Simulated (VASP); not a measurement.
# Se (P3_221) in VASP: notebook

Runs on Se. Level: PBE. Tasks: electric field gradients.

All numbers are computed with VASP 6.6.1; they aren't measurements. Logs are shortened: lines on timing, memory, paths and dates and some standing lists are left out, and cuts for length are marked.

**1. The structure**

Symmetry: P3_221, No. 154, trigonal system. The conventional cell has a = 4.355 Å, b = 4.355 Å, c = 4.949 Å, α = 90.00°, β = 90.00°, γ = 120.00°. Around Se (site symmetry 2) lie 2 Se at 2.32 Å.

**2. Electric field gradients, PBE (zz strain of +3 %)**

INCAR

```
SYSTEM = Se
PREC = Accurate
ENCUT = 520
EDIFF = 1E-8
ISMEAR = -1
SIGMA = 0.03
LREAL = .FALSE.
LASPH = .TRUE.
NELM = 100
ALGO = Fast
ISIF = 2
LWAVE = .FALSE.
LCHARG = .FALSE.
GGA = PE
LEFG = .TRUE.
NBANDS = 16
```

KPOINTS

```
Automatic mesh
0
G
  8 8 6
  0 0 0
```

POSCAR

```
Se
1.0
    4.3551696776      0.0000000000      0.0000000000
   -2.1775848388      3.7716875786      0.0000000000
    0.0000000000      0.0000000000      5.0979335000
Se
3
Direct
    0.2170000000      0.0000000000      0.1666666667
    0.0000000000      0.2170000000      0.8333333333
    0.7830000000      0.7830000000      0.5000000000
```

Potentials or basis: VASP PAW PBE potentials, release 64 (Se).

Launch:

```
$ cat potpaw_PBE.64/Se/POTCAR > POTCAR
$ mpirun -np 1 vasp_std > vasp.out
```

OUTCAR:

```text
SYSTEM = Se
   PREC = Accurate
   ENCUT = 520
   EDIFF = 1E-8
   ISMEAR = -1
   LREAL = .FALSE.
   LASPH = .TRUE.
   NELM = 100
   ISIF = 2
   GGA = PE

 ion  position               nearest neighbor table
   1  0.217  0.000  0.167-   3 2.36   2 2.36
   2  0.000  0.217  0.833-   3 2.36   1 2.36
   3  0.783  0.783  0.500-   1 2.36   2 2.36

  LATTYP: Found a hexagonal cell.
 ALAT       =     4.3551696776
 C/A-ratio  =     1.1705476198

  Lattice vectors:

 A1 = (   4.3551696776,   0.0000000000,   0.0000000000)
 A2 = (  -2.1775848388,   3.7716875786,   0.0000000000)
 A3 = (   0.0000000000,   0.0000000000,   5.0979335000)

Analysis of symmetry for initial positions (statically):
=====================================================================
 Subroutine PRICEL returns:
 Original cell was already a primitive cell.

 Routine SETGRP: Setting up the symmetry group for a
 hexagonal supercell.

 Subroutine GETGRP returns: Found  6 space group operations
 (whereof  2 operations were pure point group operations)
 out of a pool of 24 trial point group operations.

The static configuration has the point symmetry C_2 .
 The point group associated with its full space group is D_3 .

Analysis of symmetry for dynamics (positions and initial velocities):
=====================================================================
 Subroutine PRICEL returns:
 Original cell was already a primitive cell.

 Routine SETGRP: Setting up the symmetry group for a
 hexagonal supercell.

 Subroutine GETGRP returns: Found  6 space group operations
 (whereof  2 operations were pure point group operations)
 out of a pool of 24 trial point group operations.

The dynamic configuration has the point symmetry C_2 .
 The point group associated with its full space group is D_3 .

 Subroutine INISYM returns: Found  6 space group operations
 (whereof  2 operations are pure point group operations),
 and found     1 'primitive' translations

----------------------------------------------------------------------------------------

                                     Primitive cell

  volume of cell :      83.7404

  direct lattice vectors                    reciprocal lattice vectors
     4.355169678  0.000000000  0.000000000     0.229612179  0.132566653  0.000000000
    -2.177584839  3.771687579  0.000000000     0.000000000  0.265133307  0.000000000
     0.000000000  0.000000000  5.097933500     0.000000000  0.000000000  0.196157914

  length of vectors
     4.355169678  4.355169678  5.097933500     0.265133307  0.265133307  0.196157914

  position of ions in fractional coordinates (direct lattice)
     0.217000000  0.000000000  0.166666667
     0.000000000  0.217000000  0.833333333
     0.783000000  0.783000000  0.500000000

  ion indices of the primitive-cell ions
   primitive index   ion index
                 1           1
                 2           2
                 3           3

----------------------------------------------------------------------------------------

 KPOINTS: Automatic mesh

Automatic generation of k-mesh.
 Grid dimensions read from file:
 generate k-points for:    8    8    6

 Generating k-lattice:

  Cartesian coordinates                     Fractional coordinates (reciprocal lattice)
     0.028701522  0.016570832  0.000000000     0.125000000  0.000000000  0.000000000
     0.000000000  0.033141663  0.000000000     0.000000000  0.125000000  0.000000000
     0.000000000  0.000000000  0.032692986     0.000000000  0.000000000  0.166666667

  Length of vectors
     0.033141663  0.033141663  0.032692986

  Shift w.r.t. Gamma in fractional coordinates (k-lattice)
     0.000000000  0.000000000  0.000000000

 Subroutine IBZKPT returns following result:
 ===========================================

 Found     50 irreducible k-points:

 Following reciprocal coordinates:
            Coordinates               Weight
  0.000000  0.000000  0.000000      1.000000
  0.125000  0.000000  0.000000      6.000000
  0.250000  0.000000  0.000000      6.000000
  0.375000  0.000000  0.000000      6.000000
  0.500000  0.000000  0.000000      3.000000
  0.125000  0.125000  0.000000      6.000000
[... 16 lines left out ...]
 -0.125000  0.500000  0.166667     12.000000
  0.250000  0.250000  0.166667     12.000000
 [... further k-points ...]
   k-points           NKPTS =     50   k-points in BZ     NKDIM =     50   number of bands    NBANDS=     16
   number of dos      NEDOS =    301   number of ions     NIONS =      3
   total plane-waves  NPLWV =  40960
   dimension x,y,z NGX =    32 NGY =   32 NGZ =   40
   dimension x,y,z NGXF=    64 NGYF=   64 NGZF=   80
   ions per type =               3
   NGX,Y,Z   is equivalent  to a cutoff of  12.22, 12.22, 13.04 a.u.
   NGXF,Y,Z  is equivalent  to a cutoff of  24.43, 24.43, 26.09 a.u.
 SYSTEM =  Se
   PREC   = accura    normal or accurate (medium, high low for compatibility)
   ISTART =      0    job   : 0-new  1-cont  2-samecut
   ICHARG =      2    charge: 1-file 2-atom 10-const
   ISPIN  =      1    spin polarized calculation?
   LNONCOLLINEAR =      F non collinear calculations
   LSORBIT =      F    spin-orbit coupling
   LASPH  =      T    aspherical Exc in radial PAW
   ENCUT  =  520.0 eV  38.22 Ry    6.18 a.u.   8.10  8.10  9.48*2*pi/ulx,y,z
   NELM   =    100;   NELMIN=  2; NELMDL= -5     # of ELM steps
   EDIFF  = 0.1E-07   stopping-criterion for ELM
   LREAL  =      F    real-space projection
   EDIFFG = 0.1E-06   stopping-criterion for IOM
   NSW    =      0    number of steps for IOM
   IBRION =     -1    ionic relax: 0-MD 1-quasi-New 2-CG
   NFREE  =      0    steps in history (QN), initial steepest desc. (CG)
   ISIF   =      2    stress and relaxation
   ISYM   =      2    0-nonsym 1-usesym 2-fastsym
   POTIM  = 0.5000    time-step for ionic-motion
   TEBEG  =    0.0;   TEEND  =   0.0 temperature during run
   PSTRESS=    0.0 pullay stress
   NELECT =      18.0000    total number of electrons
   NUPDOWN=      -1.0000    fix difference up-down
   EMIN   =  10.00;   EMAX   =-10.00  energy-range for DOS
   EFERMI =   0.00;   METHOD = LEGACY
   ISMEAR =    -1;   SIGMA  =   0.03  broadening in eV -4-tet -1-fermi 0-gaus
   EFERMI_NEDOS =   21; number of points for ismear=-14 and -15
   IALGO  =     68    algorithm
   IMIX   =      4    mixing-type and parameters
     AMIX     =   0.40;   BMIX     =  1.00
     AMIX_MAG =   1.60;   BMIX_MAG =  1.00
  volume/ion in A,a.u.               =      27.91       188.37
  Fermi-wavevector in a.u.,A,eV,Ry     =   0.980665  1.853188 13.084775  0.961704
  Thomas-Fermi vector in A             =   2.111613
   LORBIT       =      0    0 simple, 1 ext, 2 COOP (PROOUT), +10 PAW based schemes
   GGA     = PE    functional components
   LHFCALC =     F    Hartree Fock is set to
   AEXX    =    0.0000 exact exchange contribution
   IVDW    =     0    specifies the selected vdW correction
   LEPSILON=     F    determine dielectric tensor
   LRPA    =     F    only Hartree local field effects (RPA)
 non-spin polarized calculation
 RMM-DIIS sequential band-by-band and
  energy-cutoff  :      520.00
  volume of cell :       83.74
 maximum number of plane-waves:      2270
   NGX = 17   NGY = 17   NGZ = 19

 number of electron      17.9999997 magnetization

 Free energy of the ion-electron system (eV)
  ---------------------------------------------------
  ext. energy  EPLUGINS =         0.00000000
  ---------------------------------------------------
  free energy    TOTEN  =       -10.45306283 eV

  energy without entropy =      -10.45306282  energy(sigma->0) =      -10.45306282

 E-fermi :   2.8619     XC(G=0):  -8.7192

 val. band max:        2.4132975526   @ k =   0.5000   0.0000   0.5000
 cond. band min:       3.3074964443   @ k =   0.3750   0.2500   0.5000
 fundamental gap:      0.8941988917
 Fermi energy:         2.8619241936

 k-point     1 :       0.0000    0.0000    0.0000
  band No.  band energies     occupation
      1     -13.3699      2.00000
      2      -9.3315      2.00000
      3      -9.3315      2.00000
      4      -1.3864      2.00000
      5      -1.3864      2.00000
      6      -1.0764      2.00000
[... 8 lines left out ...]
     15       8.8798      0.00000
     16      10.8378      0.00000
[... 419 lines left out ...]
 k-point    24 :       0.2500    0.2500    0.1667
  band No.  band energies     occupation
      1     -12.8222      2.00000
      2     -10.3574      2.00000
      3      -8.7031      2.00000
      4      -2.7187      2.00000
      5      -2.5104      2.00000
      6      -0.8064      2.00000
[... 8 lines left out ...]
     15      11.1620      0.00000
     16      12.0711      0.00000

 [... further k-points ...]
[... 5 lines left out ...]
  --------------------------------------------------------------------------------------
  -------------------------------------------------------------------------------------
  Total        1.4753561      1.4753561      1.7137564      0.0000000      0.0000000     -0.0000000
  in kB       28.2275045     28.2275045     32.7887399      0.0000000      0.0000000     -0.0000000
  external PRESSURE =      29.7479163 kB  Pullay stress =       0.0000000 kB

 VOLUME and BASIS-vectors are now :
 -----------------------------------------------------------------------------
  energy-cutoff  :      520.00
  volume of cell :       83.74
      direct lattice vectors                 reciprocal lattice vectors
     4.355169678  0.000000000  0.000000000     0.229612179  0.132566653  0.000000000
    -2.177584839  3.771687579  0.000000000     0.000000000  0.265133307  0.000000000
     0.000000000  0.000000000  5.097933500     0.000000000  0.000000000  0.196157914

 POSITION                                       TOTAL-FORCE (eV/Angst)
 -----------------------------------------------------------------------------------
      0.94507      0.00000      0.84966         0.753382     -0.000000      0.000000
     -0.47254      0.81846      4.24828        -0.376691      0.652448     -0.000000
      1.70505      2.95323      2.54897        -0.376691     -0.652448     -0.000000
 -----------------------------------------------------------------------------------
    total drift:                               -0.000001     -0.000001      0.000000

  FREE ENERGIE OF THE ION-ELECTRON SYSTEM (eV)
  ---------------------------------------------------
  free  energy   TOTEN  =       -10.4530628263 eV

  energy  without entropy=      -10.4530628155  energy(sigma->0) =      -10.45306282

 Electric field gradients (V/A^2)
---------------------------------------------------------------------
 ion       V_xx      V_yy      V_zz      V_xy      V_xz      V_yz
---------------------------------------------------------------------
   1     152.804  -363.980   211.176    -0.000    -0.000  -307.698
   2    -234.784    23.608   211.176  -223.774   266.475   153.849
   3    -234.784    23.608   211.176   223.773  -266.475   153.849
---------------------------------------------------------------------

 Electric field gradients after diagonalization (V/A^2)
 (convention: |V_zz| > |V_xx| > |V_yy|)
----------------------------------------------------------------------
 ion       V_xx      V_yy      V_zz     asymmetry (V_yy - V_xx)/ V_zz
----------------------------------------------------------------------
   1     344.763   152.804  -497.566       0.386
   2     344.763   152.804  -497.566       0.386
   3     344.762   152.803  -497.566       0.386
----------------------------------------------------------------------

           NMR quadrupolar parameters

 Cq : quadrupolar parameter    Cq=e*Q*V_zz/h
 eta: asymmetry parameters     (V_yy - V_xx)/ V_zz
 Q  : nuclear electric quadrupole moment in mb (millibarn)
----------------------------------------------------------------------
 ion       Cq(MHz)       eta       Q (mb)
----------------------------------------------------------------------
   1      -1.203       0.386       1.000
   2      -1.203       0.386       1.000
   3      -1.203       0.386       1.000
----------------------------------------------------------------------
```

Run time: 24 s. Hardware: 1 thread of Intel Xeon 6975P-C (Granite Rapids), shared host; peak memory 0.21 GiB.

Results:

```
Free energy            : -10.4531 eV
Pressure               : 3.0 GPa
Largest force          : 0.753 eV/Å
Band gap on the k mesh : 0.89 eV, indirect (least direct gap 0.91 eV)
```

Forces in eV/Å, atoms in the order of the input:
```
Se   0.753  0.000  0.000
Se  -0.377  0.652  0.000
Se  -0.377 -0.652  0.000
```

Electric field gradients, principal values (V/Å²):
```tsv
atom	Vxx	Vyy	Vzz
1 Se	152.804	344.763	-497.566
2 Se	152.804	344.763	-497.566
3 Se	152.803	344.762	-497.566
```

A k mesh can miss the band edges.

[end of part 1 of 3]
